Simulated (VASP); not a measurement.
# BaZrO3: relaxation of cell and atoms with r2SCAN

Crystal: BaZrO3.

```
CELL_PARAMETERS angstrom
4.19134 0.00000 0.00000
0.00000 4.19134 0.00000
0.00000 0.00000 4.19134
ATOMIC_POSITIONS crystal
Ba 0.00000 0.00000 0.00000
Zr 0.50000 0.50000 0.50000
O 0.50000 0.50000 0.00000
O 0.50000 0.00000 0.50000
O 0.00000 0.50000 0.50000
```

```json
{
  "Program": "VASP 6.6.1",
  "Task": "relaxation of cell and atoms",
  "Functional": "r2SCAN",
  "Potentials or basis": "VASP PAW PBE potentials, release 64 (Ba_sv, Zr_sv, O)",
  "Cutoff": "600 eV",
  "k mesh": "6 × 6 × 6",
  "Occupations": "gaussian, width 0.05 eV",
  "Spin": "no spin polarisation",
  "Further INCAR settings": "ALGO = Normal; EDIFF = 1e-07; IBRION = 2; EDIFFG = -0.01; NSW = 40; ISIF = 3"
}
```

| Property | Result |
| --- | --- |
| Relaxed volume | 14.95 Å³/atom |
| Relaxed cell | a = 4.213 Å, b = 4.213 Å, c = 4.213 Å, α = 90.00°, β = 90.00°, γ = 90.00° |
| Space group after relaxing (to 0.05 Å) | Pm-3m (No. 221) |
| Energy gained by relaxing | 1.8 meV/atom |
| Ionic steps | 3 |
| Pressure after relaxing | 0.0 GPa |
| Band gap on the k mesh | 3.67 eV, indirect (least direct gap 3.93 eV) |

The path:
| step | energy change (eV) | largest force (eV/Å) | pressure (GPa) | volume (Å³) |
| --- | --- | --- | --- | --- |
| 1 | 0.0000 | 0.0000 | 2.56 | 73.63 |
| 2 | 0.0043 | 0.0000 | -2.92 | 76.17 |
| 3 | -0.0089 | 0.0000 | -0.01 | 74.76 |

Final structure:
```cif
data_structure
_symmetry_space_group_name_H-M 'P 1'
_symmetry_Int_Tables_number 1
_cell_length_a 4.2127
_cell_length_b 4.2127
_cell_length_c 4.2127
_cell_angle_alpha 90.000
_cell_angle_beta 90.000
_cell_angle_gamma 90.000
_cell_volume 74.76
loop_
_atom_site_label
_atom_site_type_symbol
_atom_site_fract_x
_atom_site_fract_y
_atom_site_fract_z
_atom_site_occupancy
Ba1 Ba 0.00000 0.00000 0.00000 1
Zr1 Zr 0.50000 0.50000 0.50000 1
O1 O 0.50000 0.50000 0.00000 1
O2 O 0.50000 0.00000 0.50000 1
O3 O 0.00000 0.50000 0.50000 1
```

Levels at points of the mesh, in eV from the valence-band top:
| k point | band 17 | band 18 | band 19 | band 20 | band 21 | band 22 | band 23 | band 24 |
| --- | --- | --- | --- | --- | --- | --- | --- | --- |
| (0.00, 0.00, 0.00) | -0.99 | -0.26 | -0.26 | -0.26 | 3.67 | 3.67 | 3.67 | 5.15 |
| (0.50, 0.00, 0.00) | -1.71 | -1.65 | -0.50 | -0.50 | 4.09 | 6.12 | 6.12 | 6.91 |
| (0.50, 0.50, 0.00) | -0.94 | -0.94 | -0.86 | -0.07 | 6.09 | 6.09 | 6.90 | 7.05 |
| (0.50, 0.50, 0.50) | -2.55 | 0.00 | 0.00 | 0.00 | 6.56 | 6.56 | 6.56 | 7.41 |

Wall time 7.1 min on 1 thread of Intel(R) Xeon(R) Platinum 8375C CPU @ 2.90GHz (Ice Lake), with other jobs on the host, peak memory 0.26 GiB.

Caveat: the PAW data sets were made with another functional, which shifts forces and pressure a little; spin-orbit coupling is left out, which moves the levels of the heavy elements. A k mesh can miss the band edges.
